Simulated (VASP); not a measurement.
Set up this calculation in VASP 6.6.1, as the native input.

```yaml
Task: single point
Functional: PBE
Potentials_or_basis: VASP PAW PBE potentials, release 64 (Ga_d, N)
Cutoff: 520 eV
k_mesh: 10 × 10 × 5
Occupations: gaussian, width 0.028 eV
Spin: no spin polarisation
Further_INCAR_settings: ALGO = Fast; EDIFF = 1e-06; NBANDS = 26
```

The structure of GaN lies in POSCAR:

```
GaN
1.0
    3.1800000000      0.0000000000      0.0000000000
   -1.5900000000      2.7539607840      0.0000000000
    0.0000000000      0.0000000000      5.1660000000
Ga N
2 2
Direct
    0.6666666667      0.3333333333      0.5000000000
    0.3333333333      0.6666666667      0.0000000000
    0.6666666667      0.3333333333      0.8750000000
    0.3333333333      0.6666666667      0.3750000000
```

One way to write it, as run:

INCAR

```
SYSTEM = GaN
ALGO     = Fast           ! electronic algorithm
EDIFF    = 1E-6           ! SCF threshold, eV
ENCUT    = 520            ! plane-wave cutoff, eV
GGA      = PE             ! functional
ISIF     = 2              ! what is computed and relaxed
ISMEAR   = 0              ! smearing method
LASPH    = .TRUE.         ! aspherical terms in the spheres
LCHARG   = .FALSE.        ! write CHGCAR
LREAL    = .FALSE.        ! projectors in reciprocal space
LWAVE    = .FALSE.        ! write WAVECAR
NBANDS   = 26             ! bands
NELM     = 60             ! most SCF steps
PREC     = Accurate       ! precision mode
SIGMA    = 0.028000000000000004 ! smearing width, eV
```

KPOINTS

```
k-points
0
G
  10 10 5
  0 0 0
```

Potentials or basis: VASP PAW PBE potentials, release 64 (Ga_d, N).

Launch:

```console
$ cat potpaw_PBE.64/Ga_d/POTCAR potpaw_PBE.64/N/POTCAR > POTCAR
$ mpirun -np 1 vasp_std > vasp.out
```

Results of the run:

```json
{"Pressure": "7.4 GPa", "Largest force": "0.135 eV/Å", "Band gap on the k mesh": "1.97 eV, direct"}
```

Run time: 43 s on 1 thread of Intel(R) Xeon(R) Platinum 8488C (Sapphire Rapids), on a shared host, peak memory 0.17 GiB.
